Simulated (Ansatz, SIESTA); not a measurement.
One calculation of SnO2, 3 ways

```
CELL_PARAMETERS angstrom
-2.00007 2.00007 5.12368
2.00007 -2.00007 5.12368
2.00007 2.00007 -5.12368
ATOMIC_POSITIONS crystal
Sn 0.00000 0.00000 0.00000
Sn 0.75000 0.25000 0.50000
O 0.54652 0.04652 0.50000
O 0.20348 0.20348 0.00000
O 0.95348 0.45348 0.50000
O 0.79652 0.79652 0.00000
```

Measurements of this composition are mostly on another form, of space group No. 136.

Alike in all runs: task band structure; functional LDA; k mesh 9 × 9 × 9; occupations fermi-dirac, width 0.05 eV; no spin polarisation; no spin-orbit coupling. LDA stands for any of its common fits. Pressure is positive in compression and, in plane waves, holds the error of the finite cutoff, which Ansatz's Pulay term estimates and takes out. Gaps are the smaller of the mesh's and the band path's.

| program and potentials | plane-wave cutoff (eV) | notes | band gap (eV) | pressure (GPa) | largest force (eV/Å) |
| --- | --- | --- | --- | --- | --- |
| Ansatz, Ansatz PAW | 420 | potentials made for PBE, which Ansatz adapts in part | ? | ? | ? |
| SIESTA, files PseudoDojo sr-lda-0.4.1-standard, DZP (energy shift 0.003 Ry; two zetas on semicore shells) | - | atomic basis | 1.28 | 2.00 | 0.129 |
| Ansatz, all-electron LAPW, scalar-relativistic | - | - | 1.49 | -3.81 | 0.192 |

Question: Estimate from the other rows what the run with Ansatz, Ansatz PAW gave.

Answer: Band gap 1.49 eV; pressure -3.89 GPa; largest force 0.192 eV/Å. Its pressure holds a Pulay term of +1.00 GPa. The other rows, which needn't bracket it: band gap 1.28 to 1.49; pressure -3.81 to 2.00; largest force 0.129 to 0.192.
